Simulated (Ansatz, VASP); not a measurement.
MgS in VASP and in Ansatz

File INCAR:

```
SYSTEM = MgS
ALGO = Normal
EDIFF = 1E-6
ENCUT = 520
GGA = PS
ISIF = 2
ISMEAR = 0
LASPH = .True.
LCHARG = .True.
LELF = .True.
LREAL = .False.
LVHAR = .True.
LWAVE = .False.
NBANDS = 11
NELM = 100
PREC = Accurate
SIGMA = 0.05
```

File KPOINTS:

```
k-points
0
Gamma
  8 8 8
  0 0 0
```

The input POSCAR:

```
MgS
1.0
    0.0000000000      2.8331200468      2.8331200468
    2.8331200468      0.0000000000      2.8331200468
    2.8331200468      2.8331200468      0.0000000000
Mg S
1 1
Direct
    0.0000000000      0.0000000000      0.0187189416
    0.7500000000      0.7500000000      0.7500000000
```

Input for Ansatz:

```yaml
crystal:
  lattice:
    - [0.0, 2.8331200468, 2.8331200468]
    - [2.8331200468, 0.0, 2.8331200468]
    - [2.8331200468, 2.8331200468, 0.0]
  atoms:
    - { symbol: Mg, position: [0.0, 0.0, 0.0187189416] }
    - { symbol: S, position: [0.75, 0.75, 0.75] }
basis:
  ecutwfc: 420
kpoints:
  mp_grid: { grid: [8, 8, 8] }
hamiltonian:
  xc: pbesol
scf:
  occupations: { method: gaussian, width: 0.05 }
output:
  forces: true
  stress: true
  eigenvalues: true
```

Change from the starting cell: all Mg atoms moved +0.075 Å, as atom 1 along Cartesian [1 1 0].

Alike in both runs: task single point; functional PBEsol; k mesh 8 × 8 × 8; occupations gaussian, width 0.05 eV; no spin polarisation.

|  | VASP | Ansatz |
| --- | --- | --- |
| version | VASP 6.6.1 | Ansatz 0.2.0 |
| potentials or method | VASP PAW PBE potentials, release 64 (Mg, S) | scalar-relativistic, plane waves, PAW |
| plane-wave cutoff (eV) | 520 | 420 |
| valence electrons in the cell | 8 | 16 |

Ansatz gave:

```
gap on the k mesh at the Fermi level (eV)       : 3.19
least direct gap on the mesh (eV)               : 3.19
pressure (GPa)                                  : -0.3
largest component of the traceless stress (GPa) : 1.12
rms of the force components (eV/Å)              : 0.241
```

Q: Which values does VASP return?

A: gap on the k mesh at the Fermi level (eV): 3.19; least direct gap on the mesh (eV): 3.19; pressure (GPa): -0.4; largest component of the traceless stress (GPa): 1.13; rms of the force components (eV/Å): 0.242.

Atom by atom the forces differ by 0.001 eV/Å (rms over components). The functional is the same, so the differences come from potentials, cutoffs and numerics. The two sets of potentials don't hold the same shells in valence.

Caveats: the PAW data sets were made with another functional, which shifts forces and pressure a little (VASP). A k mesh can miss the band edges.
